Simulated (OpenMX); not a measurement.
Runs of OpenMX 3.8.5 on Al. The structure is cubic, space group Fm-3m (No. 225). Conventional cell: a = 4.050 Å, b = 4.050 Å, c = 4.050 Å, α = 90.00°, β = 90.00°, γ = 90.00°. Al (site symmetry m-3m) has 12 Al at 2.86 Å as nearest neighbours. 

| task | level | potentials or basis | k mesh | max SCF cycles | grid points, held for all volumes | pressure (GPa) | V0 of scaled cells (Å³/atom) | B0 (GPa) |
| --- | --- | --- | --- | --- | --- | --- | --- | --- |
| band structure | PBE | OpenMX 2013 PBE set, Al7.0-s3p2d2, grid cutoff 300 Ry | 9 × 9 × 9 | 100 | - | -1.1 | - | - |
| band structure | PBE | OpenMX 2013 PBE set, Al7.0-s2p2d1, grid cutoff 300 Ry | 9 × 9 × 9 | 100 | - | -1.6 | - | - |
| band structure | LDA | OpenMX 2013 LDA set, Al7.0-s2p2d1, grid cutoff 300 Ry | 11 × 11 × 11 | 100 | - | -4.8 | - | - |
| equation of state | PBE | OpenMX 2013 PBE set, Al7.0-s2p1d1, fixed grid of 24 × 24 × 24 points | 11 × 11 × 11 | - | 24 × 24 × 24 | - | 16.43 | 78 |
| band structure | PBE | OpenMX 2013 PBE set, Al7.0-s3p2d2, grid cutoff 300 Ry | 11 × 11 × 11 | 100 | - | (c) | - | - |
| equation of state | PBE | OpenMX 2013 PBE set, Al7.0-s3p2d2, fixed grid of 24 × 24 × 24 points | 11 × 11 × 11 | - | 24 × 24 × 24 | - | (a) | (b) |
| band structure | PBE | OpenMX 2013 PBE set, Al7.0-s2p2d1, grid cutoff 300 Ry | 11 × 11 × 11 | 100 | - | -1.8 | - | - |

Alike in all rows: no spin polarisation; cell as given; smearing fermi-dirac 0.05 eV.

Fill in the values left out.

(a) 16.30; (b) 83; (c) -1.4.

Caveats: the basis of atomic orbitals isn't converged, which shifts pressures, moduli and gaps; volumes in these bases differ from converged ones by about 1 %, for some elements by several (some runs).
